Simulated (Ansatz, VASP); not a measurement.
**Two plane-wave programs on Cu**

```
Cu
1.0
     1.84671   -1.84626    0.00000
     1.84671    1.84626    0.00000
     0.00000    0.00000    7.04234
Cu
4
Direct
  0.75002 0.24998 0.12499
  0.74998 0.25002 0.62499
  0.24998 0.75002 0.87501
  0.25002 0.74998 0.37501
```

Alike in both runs: functional PBE; k mesh 6 × 6 × 4; occupations gaussian, width 0.1 eV; no spin polarisation.

Ansatz relaxed the structure, and its values are those at the end. VASP's run is a single point on that final structure, the one shown.

|  | VASP | Ansatz |
| --- | --- | --- |
| version | VASP 6.6.1 | Ansatz 0.2.0 |
| potentials or method | VASP PAW PBE potentials, release 64 (Cu) | scalar-relativistic, plane waves, PAW |
| plane-wave cutoff (eV) | 520 | 420 |
| valence electrons in the cell | 44 | 76 |

VASP gave:

* gap on the k mesh at the Fermi level (eV): none
* pressure (GPa): 0.5

Task: Which values does Ansatz return?

Result: gap on the k mesh at the Fermi level (eV): none; pressure (GPa): 0.0.

A gap of «none» marks a metal or a gap that the smearing closes. The functional is the same, so the differences come from potentials, cutoffs and numerics. The two sets of potentials don't hold the same shells in valence.

Caveats: the k mesh is coarse (spacing up to 0.40 Å⁻¹), so the values aren't converged.
